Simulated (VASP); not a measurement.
# NaI (Fm-3m) in VASP: notebook

One crystal, NaI, is run at these levels: PBE; tasks: single point.

Program: VASP 6.6.1. These are calculated values, not measurements. Logs are shortened: lines on timing, memory, paths and dates and some standing lists are left out, and cuts for length are marked.

## 1. The structure

Symmetry: Fm-3m, No. 225, cubic system. Conventional cell: a = 6.473 Å, b = 6.473 Å, c = 6.473 Å, α = 90.00°, β = 90.00°, γ = 90.00°. I (site symmetry m-3m) has 6 Na at 3.24 Å as nearest neighbours. Na (site symmetry m-3m) is surrounded by 6 I at 3.24 Å.

## 2. Single point, PBE

File INCAR:

```
SYSTEM = NaI
PREC = Accurate ; ENCUT = 700
EDIFF = 1E-6 ; ISMEAR = 0
SIGMA = 0.05 ; LREAL = .FALSE.
LASPH = .TRUE. ; NELM = 100
ALGO = Normal ; ISIF = 2
LWAVE = .FALSE. ; LCHARG = .FALSE.
GGA = PE ; NBANDS = 14
ADDGRID = .FALSE.
```

File KPOINTS:

```
Automatic mesh
0
G
  5 5 5
  0 0 0
```

File POSCAR:

```
NaI
1.0
    0.0000000000      3.2364000000      3.2364000000
    3.2364000000      0.0000000000      3.2364000000
    3.2364000000      3.2364000000      0.0000000000
I Na
1 1
Direct
    0.5000000000      0.5000000000      0.5000000000
    0.0000000000      0.0000000000      0.0000000000
```

Potentials or basis: VASP PAW PBE potentials, release 64 (I, Na_pv).

On the command line:

```
cat potpaw_PBE.64/I/POTCAR potpaw_PBE.64/Na_pv/POTCAR > POTCAR
mpirun -np 1 vasp_std > vasp.out
```

OUTCAR:

```text
SYSTEM = NaI
   PREC = Accurate
   ENCUT = 700
   EDIFF = 1E-6
   ISMEAR = 0
   LREAL = .FALSE.
   LASPH = .TRUE.
   NELM = 100
   ISIF = 2
   GGA = PE

 Found     10 irreducible k-points:

 Following reciprocal coordinates:
            Coordinates               Weight
  0.000000  0.000000  0.000000      1.000000
  0.200000  0.000000  0.000000      8.000000
  0.400000  0.000000  0.000000      8.000000
  0.200000  0.200000  0.000000      6.000000
  0.400000  0.200000  0.000000     24.000000
 -0.400000  0.200000  0.000000     24.000000
   k-points           NKPTS =     10   k-points in BZ     NKDIM =     10   number of bands    NBANDS=     14
   number of dos      NEDOS =    301   number of ions     NIONS =      2
   total plane-waves  NPLWV =  64000
   dimension x,y,z NGX =    40 NGY =   40 NGZ =   40
   dimension x,y,z NGXF=    80 NGYF=   80 NGZF=   80
   ions per type =               1   1
   NGX,Y,Z   is equivalent  to a cutoff of  14.53, 14.53, 14.53 a.u.
   NGXF,Y,Z  is equivalent  to a cutoff of  29.06, 29.06, 29.06 a.u.
 SYSTEM =  NaI
   PREC   = accura    normal or accurate (medium, high low for compatibility)
   ISTART =      0    job   : 0-new  1-cont  2-samecut
   ICHARG =      2    charge: 1-file 2-atom 10-const
   ISPIN  =      1    spin polarized calculation?
   LNONCOLLINEAR =      F non collinear calculations
   LSORBIT =      F    spin-orbit coupling
   LASPH  =      T    aspherical Exc in radial PAW
   ENCUT  =  700.0 eV  51.45 Ry    7.17 a.u.   9.87  9.87  9.87*2*pi/ulx,y,z
   NELM   =    100;   NELMIN=  2; NELMDL= -5     # of ELM steps
   EDIFF  = 0.1E-05   stopping-criterion for ELM
   LREAL  =      F    real-space projection
   EDIFFG = 0.1E-04   stopping-criterion for IOM
   NSW    =      0    number of steps for IOM
   IBRION =     -1    ionic relax: 0-MD 1-quasi-New 2-CG
   NFREE  =      0    steps in history (QN), initial steepest desc. (CG)
   ISIF   =      2    stress and relaxation
   ISYM   =      2    0-nonsym 1-usesym 2-fastsym
   POTIM  = 0.5000    time-step for ionic-motion
   TEBEG  =    0.0;   TEEND  =   0.0 temperature during run
   PSTRESS=    0.0 pullay stress
   NELECT =      14.0000    total number of electrons
   NUPDOWN=      -1.0000    fix difference up-down
   EMIN   =  10.00;   EMAX   =-10.00  energy-range for DOS
   EFERMI =   0.00;   METHOD = LEGACY
   ISMEAR =     0;   SIGMA  =   0.05  broadening in eV -4-tet -1-fermi 0-gaus
   EFERMI_NEDOS =   21; number of points for ismear=-14 and -15
   IALGO  =     38    algorithm
   IMIX   =      4    mixing-type and parameters
     AMIX     =   0.40;   BMIX     =  1.00
     AMIX_MAG =   1.60;   BMIX_MAG =  1.00
  volume/ion in A,a.u.               =      33.90       228.76
  Fermi-wavevector in a.u.,A,eV,Ry     =   0.967636  1.828567 12.739397  0.936319
  Thomas-Fermi vector in A             =   2.097538
   LORBIT       =      0    0 simple, 1 ext, 2 COOP (PROOUT), +10 PAW based schemes
   GGA     = PE    functional components
   LHFCALC =     F    Hartree Fock is set to
   AEXX    =    0.0000 exact exchange contribution
   IVDW    =     0    specifies the selected vdW correction
   LEPSILON=     F    determine dielectric tensor
   LRPA    =     F    only Hartree local field effects (RPA)
 non-spin polarized calculation
 Gauss-broadening in eV      SIGMA  =   0.05
  energy-cutoff  :      700.00
  volume of cell :       67.80
 maximum number of plane-waves:      2869
   NGX = 19   NGY = 19   NGZ = 19

 number of electron      13.9999994 magnetization

 Free energy of the ion-electron system (eV)
  ---------------------------------------------------
  ext. energy  EPLUGINS =         0.00000000
  ---------------------------------------------------
  free energy    TOTEN  =        -5.38406600 eV

  energy without entropy =       -5.38406600  energy(sigma->0) =       -5.38406600

 E-fermi :   1.1133     XC(G=0):  -7.7043

 val. band max:        0.8073040964   @ k =   0.0000   0.0000   0.0000
 cond. band min:       4.4476420954   @ k =   0.0000   0.0000   0.0000
 fundamental gap:      3.6403379990
 Fermi energy:         1.1133108574

 k-point     1 :       0.0000    0.0000    0.0000
  band No.  band energies     occupation
      1     -21.6343      2.00000
      2     -21.6343      2.00000
      3     -21.6343      2.00000
      4     -10.2100      2.00000
      5       0.8073      2.00000
      6       0.8073      2.00000
      7       0.8073      2.00000
      8       4.4476      0.00000
      9       8.7367      0.00000
     10       8.7367      0.00000
     11       8.7367      0.00000
     12      10.5548      0.00000
     13      10.5548      0.00000
     14      11.2421      0.00000

 k-point     2 :       0.2000    0.0000    0.0000
  band No.  band energies     occupation
      1     -21.6361      2.00000
      2     -21.6344      2.00000
      3     -21.6344      2.00000
      4     -10.1071      2.00000
      5      -0.1524      2.00000
      6       0.7044      2.00000
      7       0.7044      2.00000
      8       5.4785      0.00000
      9       8.2202      0.00000
     10       8.8989      0.00000
     11       8.8989      0.00000
     12      10.0924      0.00000
     13      10.0924      0.00000
     14      11.4587      0.00000

 k-point     3 :       0.4000    0.0000    0.0000
  band No.  band energies     occupation
      1     -21.6390      2.00000
      2     -21.6346      2.00000
      3     -21.6346      2.00000
      4      -9.9283      2.00000
      5      -1.2180      2.00000
      6       0.5508      2.00000
      7       0.5508      2.00000
      8       5.9171      0.00000
      9       8.3463      0.00000
     10       8.3463      0.00000
     11       9.2604      0.00000
     12      10.9294      0.00000
     13      11.8641      0.00000
     14      11.8641      0.00000

 k-point     4 :       0.2000    0.2000    0.0000
  band No.  band energies     occupation
      1     -21.6358      2.00000
      2     -21.6348      2.00000
      3     -21.6348      2.00000
      4     -10.0757      2.00000
      5      -0.1262      2.00000
      6       0.5200      2.00000
      7       0.5200      2.00000
      8       5.8342      0.00000
      9       7.4935      0.00000
     10       8.5480      0.00000
     11       9.5948      0.00000
     12       9.5948      0.00000
     13      10.9978      0.00000
     14      13.2541      0.00000

 k-point     5 :       0.4000    0.2000    0.0000
  band No.  band energies     occupation
      1     -21.6379      2.00000
      2     -21.6352      2.00000
      3     -21.6351      2.00000
      4      -9.9255      2.00000
      5      -0.8800      2.00000
      6       0.2118      2.00000
      7       0.3523      2.00000
      8       6.3754      0.00000
      9       7.5035      0.00000
     10       8.1609      0.00000
     11       9.4003      0.00000
     12      11.0850      0.00000
     13      12.4328      0.00000
     14      12.9261      0.00000

 k-point     6 :      -0.4000    0.2000    0.0000
  band No.  band energies     occupation
      1     -21.6387      2.00000
      2     -21.6358      2.00000
      3     -21.6349      2.00000
      4      -9.8626      2.00000
      5      -1.1200      2.00000
      6      -0.0883      2.00000
      7       0.4146      2.00000
      8       6.6606      0.00000
      9       7.4641      0.00000
     10       8.8799      0.00000
     11       9.1966      0.00000
     12      11.5481      0.00000
     13      11.7274      0.00000
     14      12.7242      0.00000

 [... further k-points ...]

------------------------ aborting loop because EDIFF is reached ----------------------------------------

  FORCE on cell =-STRESS in cart. coord.  units (eV):
  Direction    XX          YY          ZZ          XY          YZ          ZX
  --------------------------------------------------------------------------------------
  -------------------------------------------------------------------------------------
  Total        0.1911196      0.1911196      0.1911196      0.0000000      0.0000000      0.0000000
  in kB        4.5164701      4.5164701      4.5164701      0.0000000      0.0000000      0.0000000
  external PRESSURE =       4.5164701 kB  Pullay stress =       0.0000000 kB

 VOLUME and BASIS-vectors are now :
 -----------------------------------------------------------------------------
  energy-cutoff  :      700.00
  volume of cell :       67.80
      direct lattice vectors                 reciprocal lattice vectors
     0.000000000  3.236400000  3.236400000    -0.154492646  0.154492646  0.154492646
     3.236400000  0.000000000  3.236400000     0.154492646 -0.154492646  0.154492646
     3.236400000  3.236400000  0.000000000     0.154492646  0.154492646 -0.154492646

 POSITION                                       TOTAL-FORCE (eV/Angst)
 -----------------------------------------------------------------------------------
      3.23640      3.23640      3.23640        -0.000000      0.000000     -0.000000
      0.00000      0.00000      0.00000         0.000000     -0.000000      0.000000
 -----------------------------------------------------------------------------------
    total drift:                                0.000000     -0.000000     -0.000000

  FREE ENERGIE OF THE ION-ELECTRON SYSTEM (eV)
  ---------------------------------------------------
  free  energy   TOTEN  =        -5.3840660027 eV

  energy  without entropy=       -5.3840660027  energy(sigma->0) =       -5.38406600
```

It took 15 s on 1 thread of Intel Xeon Platinum 8488C (Sapphire Rapids), shared host; peak memory 0.23 GiB.

The run converged, but some of its settings lie outside the range that counts as converged, so its numbers aren't taken as properties of the crystal.

Results:

| Quantity | Value |
| --- | --- |
| Free energy | -5.3841 eV |
| Pressure | 0.5 GPa |
| Band gap on the k mesh | 3.64 eV, direct |

Caveat: spin-orbit coupling is left out, which moves the levels of the heavy elements.

## 3. Single point, PBE

INCAR, as its differences from that of step 2:

```diff
@@ -1,3 +1,3 @@
 SYSTEM = NaI
-PREC = Accurate ; ENCUT = 700
+PREC = Accurate ; ENCUT = 300
 EDIFF = 1E-6 ; ISMEAR = 0
```

File KPOINTS:

```
Automatic mesh
0
G
  8 8 8
  0 0 0
```

POSCAR is that of step 2.

Potentials or basis: VASP PAW PBE potentials, release 64 (I, Na_pv).

On the command line:

```
cat potpaw_PBE.64/I/POTCAR potpaw_PBE.64/Na_pv/POTCAR > POTCAR
mpirun -np 1 vasp_std > vasp.out
```

It took 13 s on 1 thread of Intel Xeon Platinum 8488C (Sapphire Rapids), shared host; peak memory 0.15 GiB.

The run converged, but some of its settings lie outside the range that counts as converged, so its numbers aren't taken as properties of the crystal.

Results:

```yaml
Free_energy: -5.3857 eV
Pressure: 0.4 GPa
Band_gap_on_the_k_mesh: 3.64 eV, direct
```

Caveat: the cutoff is under 1.25 times the usual one of these potentials, so pressure, stress and relaxed cells hold a basis-set (Pulay) error; spin-orbit coupling is left out, which moves the levels of the heavy elements.

## 4. Single point, PBE

INCAR, as its differences from that of step 3:

```diff
@@ -1,3 +1,3 @@
 SYSTEM = NaI
-PREC = Accurate ; ENCUT = 300
+PREC = Accurate ; ENCUT = 250
 EDIFF = 1E-6 ; ISMEAR = 0
```

File KPOINTS:

```
Automatic mesh
0
G
  9 9 9
  0 0 0
```

POSCAR is that of step 3.

On the command line:

```
cat potpaw_PBE.64/I/POTCAR potpaw_PBE.64/Na_pv/POTCAR > POTCAR
mpirun -np 1 vasp_std > vasp.out
```

It used 4.8 s of CPU time on 1 thread of Intel(R) Xeon(R) Platinum 8488C (Sapphire Rapids), with other jobs on the host, which was overloaded at the time.

The run converged, but a check on its numbers failed (symmetry, net force, bounds or a known fault of this set-up), so they aren't taken as properties of the crystal.

Caveat: the cutoff lies under the usual one of these potentials, so the numbers hold a large basis-set error; spin-orbit coupling is left out, which moves the levels of the heavy elements; an odd mesh through Γ misses points on the zone boundary, where band edges often lie.
